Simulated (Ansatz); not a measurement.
**Heisenberg model of NiO put to the test, calculated with Ansatz**

Space group Fm-3m (No. 225), 2 atoms in the cell of the first input below: a = 2.958 Å, b = 2.958 Å, c = 2.958 Å, α = 60.00°, β = 60.00°, γ = 60.00°.

The structure is a measured one, not always of the ambient phase, taken without relaxation (pressure -7.9 GPa with this functional, without spin–orbit coupling). Functional: LDA+U (Ni 4.2 eV).

The couplings come from the ferromagnetic state by the force theorem with constrained moments:

```yaml
crystal:
  lattice:
    - [0.0, 2.0913095126, 2.0913095126]
    - [2.0913095126, 0.0, 2.0913095126]
    - [2.0913095126, 2.0913095126, 0.0]
  atoms:
    - { symbol: Ni, position: [0.0, 0.0, 0.0], spin: 1.81 }
    - { symbol: O, position: [0.5, 0.5, 0.5] }
basis:
  ecutwfc: 420
  ecutrho_ratio: 4
kpoints:
  mp_grid: { grid: [10, 10, 10] }
  band_path:
    path:
      - [[0.0, 0.0, 0.0], [0.5, 0.0, 0.5], [0.625, 0.25, 0.625]]
      - [[0.375, 0.375, 0.75], [0.0, 0.0, 0.0], [0.5, 0.5, 0.5], [0.5, 0.25, 0.75], [0.5, 0.0, 0.5]]
    npoints: 6
hamiltonian:
  xc: lda
  hubbard: { sites: [{ species: Ni, l: d, u_eff: 4.2 }] }
scf:
  occupations: { method: gaussian, width: 0.05 }
  lower_state_search: "off"
output:
  forces: true
  stress: true
  eigenvalues: true
  populations: true
  hubbard: { sites: [{ species: Ni, l: d }] }
  eigenstates:
    nscf_kmesh: { grid: [10, 10, 10] }
    top_band: c28
    exchange_couplings: { magnetic: [{ site: 0 }] }
    magnetocrystalline_anisotropy: {}
magnetization:
  spin_polarized: true
checkpoint:
  read: start.run
  write: ck
  compress: false
  write_wavefunctions: false
  write_every: 100000
```

```bash
ansatz run input.yaml --threads 4 --pin off --max-ram 9216MiB --backend cpu --events-out ev --progress --plain --runs-dir out
```

start.run is the saved state of an earlier run of the same cell.

Time: 18 s on 4 threads of Arm Neoverse V2, on a shared host, peak memory 0.69 GiB.

Couplings between Ni atoms, for E = −Σ(i≠j) J_ij e_i·e_j with unit vectors (each pair counted twice):

| distance (Å) | neighbours | J (meV) |
| --- | --- | --- |
| 2.958 | 12 | 1.735 |
| 4.183 | 6 | -20.973 |
| 5.123 | 24 | 0.068 |
| 5.915 | 12 | -0.850 |
| 6.613 | 24 | -0.186 |
| 7.245 | 8 | -0.015 |
| 7.825 | 48 | -0.008 |
| 8.365 | 6 | 1.781 |
| 8.873 | 24 | -0.007 |
| 8.873 | 12 | 0.011 |

28 shells out to 14.5 Å enter the sums below; those further out add -0.11 meV to J(0).

The program gives no ordering temperature for this run: by its own couplings the state isn't the lowest.

At rigid moments, leaving out the upper third of the empty bands moves a coupling by under 1 % of the largest.

Question: What energy per Ni above the ferromagnet does the model give for the order with wave vector q = (0.000, 0.000, 0.500) in units of the reciprocal cell vectors?

Answer: E(q) − E(0) = Σ J_ij (1 − cos q·R_ij). The shells that add most, as J × Σ(1 − cos): 1.735 × 12.00 at 2.96 Å, -20.973 × 12.00 at 4.18 Å, 0.068 × 24.00 at 5.12 Å, -0.186 × 24.00 at 6.61 Å, 0.023 × 48.00 at 9.35 Å, -0.189 × 12.00 at 12.55 Å, and 0.42 meV from the 22 other shells kept; in all -234.43 meV.

Each order was then solved self-consistently. The input for the first:

```yaml
crystal:
  lattice:
    - [0.0, 2.0913095126, 2.0913095126]
    - [2.0913095126, 0.0, 2.0913095126]
    - [4.1826190252, 4.1826190252, 0.0]
  atoms:
    - { symbol: Ni, position: [0.0, 0.0, 0.0], spin: 2.0 }
    - { symbol: O, position: [0.5, 0.5, 0.25] }
    - { symbol: Ni, position: [0.0, 0.0, 0.5], spin: -2.0 }
    - { symbol: O, position: [0.5, 0.5, 0.75] }
basis:
  ecutwfc: 420
  ecutrho_ratio: 4
kpoints:
  mp_grid: { grid: [12, 12, 6] }
hamiltonian:
  xc: lda
  hubbard: { sites: [{ species: Ni, l: d, u_eff: 4.2 }] }
scf:
  occupations: { method: gaussian, width: 0.05 }
  lower_state_search: "off"
output:
  forces: true
  stress: true
  eigenvalues: true
  populations: true
  hubbard: { sites: [{ species: Ni, l: d }] }
  write_density: true
  write_potential: true
  elf: true
  volumetric_format: npy
magnetization:
  spin_polarized: true
checkpoint:
  read: start.run
  write: ck
  compress: false
  write_wavefunctions: false
  write_every: 100000
```

```bash
ansatz run input.yaml --threads 4 --pin off --max-ram 9216MiB --backend cpu --events-out ev --progress --plain --runs-dir out
```

start.run is the saved state of an earlier run of the same cell.

Time: 4.1 s on 4 threads of Arm Neoverse V2 (shared host), peak memory 0.53 GiB.

Total energies count from the ferromagnet on the 12×12×12 mesh, or from a ferromagnetic run in the same doubled cell where its mesh isn't the equal of that (spin moment 1.64 μB); spirals count from the spiral at q = 0.

| order | q | model (meV) | total energies (meV) | largest spin moment (μB) | gap on the mesh (eV) |
| --- | --- | --- | --- | --- | --- |
| collinear order in a doubled cell | 0.000 0.000 0.500 | -234.43 | -174.43 | 1.55 | 2.25 |
| collinear order in a doubled cell | 0.000 0.500 0.500 | 24.74 | 25.20 | 1.66 | 0.72 |
| flat spiral | 0.500 0.000 0.500 | 24.74 | 25.20 | 1.67 | – |
| flat spiral | 0.625 0.250 0.625 | -55.77 | -48.86 | 1.61 | – |

The model has the sign of the total energies in all 4 rows (3 distinct orders), and meets their size within a tenth for 2, within a third for 1 more, within a factor of two for 1 more; the largest miss is 60.00 meV. The lowest state tried has q = (0.000, 0.000, 0.500), 174.43 meV under the ferromagnet. The couplings are derived for small turns about the ferromagnet. Spiral moments are integrated over Gaussian weights, collinear ones over spheres. The order at q = (0.000, 0.500, 0.500) was solved both ways, and the two energies agree within 0.1 meV. By its own couplings the ferromagnet isn't the lowest state: J(q) is largest at q = (0.000, 0.000, -0.500).

Caveats: each run may end in a state that is not the lowest; no spin–orbit coupling; not tested for a lower state (some of the orders); state of the open shells carried from another run; state of the open shells carried from another run (some of the orders); the order found in nature may be another, or none.

The lowest order tried is the type-II antiferromagnet known from NiO, with ferromagnetic (111) planes stacked antiparallel. Its driving force is the coupling of -20.973 meV at 4.183 Å, across straight Ni–O–Ni bridges. There the half-filled eg orbitals of Ni²⁺ overlap the same oxygen p orbital in σ fashion, which favours antiparallel spins. The nearest neighbours, joined through nearly orthogonal oxygen orbitals at right angles, couple only weakly.

This also explains where the model works. At q = (0.000, 0.500, 0.500) all second neighbours stay parallel, so the strong superexchange drops out and the small energy cost is reproduced. In the type-II order every such bridge is reversed, and the model overstates the gain by 60.00 meV. This suggests that the superexchange itself depends on the spin arrangement, probably because reversing the spins changes the Ni–O hybridisation. The couplings therefore identify the preferred order and its mechanism, but magnon energies of the antiferromagnet would call for couplings derived from that state.
